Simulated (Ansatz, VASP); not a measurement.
# One calculation of Ba, two programs

```
Ba
1.0
    -2.71587    2.71587    2.11838
     2.71587   -2.71587    2.11838
     2.71587    2.71587   -2.11838
Ba
1
Direct
  0.00000 0.00000 0.00000
```

Alike in both runs: task single point; functional PBEsol; k mesh 16 × 16 × 16; occupations gaussian, width 0.15 eV; no spin polarisation.

|  | VASP | Ansatz |
| --- | --- | --- |
| version | VASP 6.6.1 | Ansatz 0.2.0 |
| potentials or method | VASP PAW PBE potentials, release 64 (Ba_sv) | scalar-relativistic, plane waves, PAW |
| plane-wave cutoff (eV) | 520 | 420 |
| valence electrons in the cell | 10 | 10 |

```csv
,VASP,Ansatz,Ansatz less VASP
gap on the k mesh at the Fermi level (eV),none,none,-
pressure (GPa),-0.4,-0.5,-0.06
largest component of the traceless stress (GPa),1.58,1.58,-0.006
```

A gap of «none» marks a metal or a gap that the smearing closes. The functional is the same, so the differences come from potentials, cutoffs and numerics.

Caveats: the PAW data sets were made with another functional, which shifts forces and pressure a little (VASP). Spin-orbit coupling is left out, which matters for the levels of Ba.
